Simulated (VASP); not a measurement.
Wanted: the native input for a VASP 6.6.1 run.

| Quantity | Value |
| --- | --- |
| Task | relaxation of cell and atoms |
| Functional | PBE |
| Potentials or basis | VASP PAW PBE potentials, release 64 (C) |
| Cutoff | 600 eV |
| k mesh | 15 × 15 × 1 |
| Occupations | gaussian, width 0.03 eV |
| Spin | no spin polarisation |
| Further INCAR settings | ALGO = Normal; EDIFF = 1e-06; IBRION = 2; EDIFFG = -0.01; NSW = 90; ISIF = 3 |

The structure of C lies in POSCAR:

```
C
1.0
    2.4700000000      0.0000000000      0.0000000000
   -1.2350000000      2.1390827500      0.0000000000
    0.0000000000      0.0000000000     18.0339500000
C
2
Direct
    0.0000000000      0.0000000000      0.4990587200
    0.6666666700      0.3333333300      0.5009412800
```

The input as run:

INCAR

```
PREC = Accurate
ENCUT = 600
EDIFF = 1E-6
ISMEAR = 0
SIGMA = 0.03
LREAL = F
LASPH = T
NELM = 80
ALGO = Normal
ISIF = 3
LWAVE = F
LCHARG = F
GGA = PE
IBRION = 2
NSW = 90
EDIFFG = -0.01
LATTICE_CONSTRAINTS = .TRUE. .TRUE. .FALSE.
KPAR = 2
```

KPOINTS

```
regular mesh
0
Gamma
  15 15 1
```

Potentials or basis: VASP PAW PBE potentials, release 64 (C).

The run is started by

```bash
$ cat potpaw_PBE.64/C/POTCAR > POTCAR
$ mpirun -np 2 vasp_std > vasp.out
```

It gave:

The relaxed volume is 47.52 Å³/atom, the relaxed cell is a = 2.467 Å, b = 2.467 Å, c = 18.034 Å, α = 90.00°, β = 90.00°, γ = 120.00° and the space group after relaxing (to 0.05 Å) is P6/mmm (No. 191). The energy gained by relaxing is 4.9 meV/atom, the ionic steps are 5 and the band gap on the k mesh is none (metal or under the smearing width).

Run time: 25 s on 2 MPI ranks on Intel(R) Xeon(R) 6975P-C (Granite Rapids), on a shared host, peak memory 0.21 GiB a rank.
